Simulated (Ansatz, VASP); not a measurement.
**GaAs in VASP and in Ansatz**

```
Ga As
1.0
     0.00000    2.87500    2.87500
     2.87500    0.00000    2.87500
     2.87500    2.87500    0.00000
Ga As
1 1
Direct
  0.00000 0.00000 0.00000
  0.25000 0.25000 0.25000
```

Alike in both runs: task single point; functional HSE06; k mesh 3 × 3 × 3; occupations fermi-dirac, width 0.02 eV; no spin polarisation.

```csv
,VASP,Ansatz
version,VASP 6.6.1,Ansatz 0.2.0 development build
potentials or method,"VASP PAW PBE potentials, release 64 (Ga_d, As)","plane waves, PAW datasets (generated soft set 1)"
plane-wave cutoff (eV),520,420
valence electrons in the cell,18,28
```

```tsv
	VASP	Ansatz	Ansatz less VASP
gap on the k mesh at the Fermi level (eV)	1.13	1.14	+0.008
```

The functional is the same, so the differences come from potentials, cutoffs and numerics. The two sets of potentials don't hold the same shells in valence. Ansatz warned: «stress_scf_threshold_loose».

Caveats: the k mesh is coarse (spacing up to 0.63 Å⁻¹), so the values aren't converged, least of all with exact exchange.
